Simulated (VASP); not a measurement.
# VASP 6.6.1 run: BP

INCAR

```
EDIFF = 1E-7
NSW = 0
SIGMA = 0.01
ISMEAR = 0
ENCUT = 600
LWAVE = .FALSE.
ALGO = Normal
NELM = 120
METAGGA = R2SCAN
LASPH = .TRUE.
PREC = Accurate
LREAL = .FALSE.
NBANDS = 11
LCHARG = .FALSE.
IBRION = -1
ISIF = 2
```

KPOINTS

```
KPOINTS created by Atomic Simulation Environment
0
Gamma
10 10 10
0 0 0
```

POSCAR

```
B  P
 1.0000000000000000
     0.0000000000000000    2.2456325121999998    2.2456325121999998
     2.2456325121999998    0.0000000000000000    2.2456325121999998
     2.2456325121999998    2.2456325121999998    0.0000000000000000
 B   P
   1   1
Cartesian
  0.0000000000000000  0.0000000000000000  0.0000000000000000
  1.1228162560999999  1.1228162560999999  1.1228162560999999
```

The recommended PBE PAW datasets give the neutral cell 8 valence electrons.

Command

```
mpirun -np 1 vasp_std
```

**Question.** Predict the outcome of this run.

**Answer.** It converged. Results: gap between bands v and c on the k mesh 1.41 eV; least direct gap on the k mesh 3.69 eV; pressure 4.9 GPa. Band v is the last that the valence electrons fill when counted band by band, and c is the next.

OSZICAR

```
N       E                     dE             d eps       ncg     rms          rms(c)
DAV:   1     0.555675909039E+01    0.55568E+01   -0.44274E+03  1034   0.753E+02
DAV:   2    -0.185295025942E+02   -0.24086E+02   -0.22765E+02  1373   0.118E+02
DAV:   3    -0.192128913279E+02   -0.68339E+00   -0.68202E+00  1332   0.172E+01
DAV:   4    -0.192153447438E+02   -0.24534E-02   -0.24532E-02  1177   0.121E+00
DAV:   5    -0.192153563162E+02   -0.11572E-04   -0.11572E-04  1285   0.841E-02    0.827E+00
DAV:   6    -0.173621232303E+02    0.18532E+01   -0.10925E+00  1200   0.564E+00    0.495E+00
DAV:   7    -0.173071281774E+02    0.54995E-01   -0.23699E-01  1230   0.265E+00    0.146E+00
DAV:   8    -0.173039914767E+02    0.31367E-02   -0.17439E-02  1247   0.101E+00    0.169E-01
DAV:   9    -0.173042978975E+02   -0.30642E-03   -0.83496E-04  1230   0.210E-01    0.712E-02
DAV:  10    -0.173043685286E+02   -0.70631E-04   -0.85697E-05  1132   0.702E-02    0.226E-02
DAV:  11    -0.173043683179E+02    0.21074E-06   -0.95511E-06  1279   0.199E-02    0.157E-02
DAV:  12    -0.173043691337E+02   -0.81579E-06   -0.55296E-07  1216   0.536E-03    0.184E-03
DAV:  13    -0.173043693330E+02   -0.19939E-06   -0.15116E-07   637   0.207E-03    0.176E-03
DAV:  14    -0.173043693255E+02    0.75805E-08   -0.94919E-09   598   0.672E-04
   1 F= -.17304369E+02 E0= -.17304369E+02  d E =-.106514E-12
```

For comparison, a separate r²SCAN run of the intended cell, on usual settings and not on those above, gives a gap of 1.40 eV on its mesh and a pressure of 4.9 GPa.
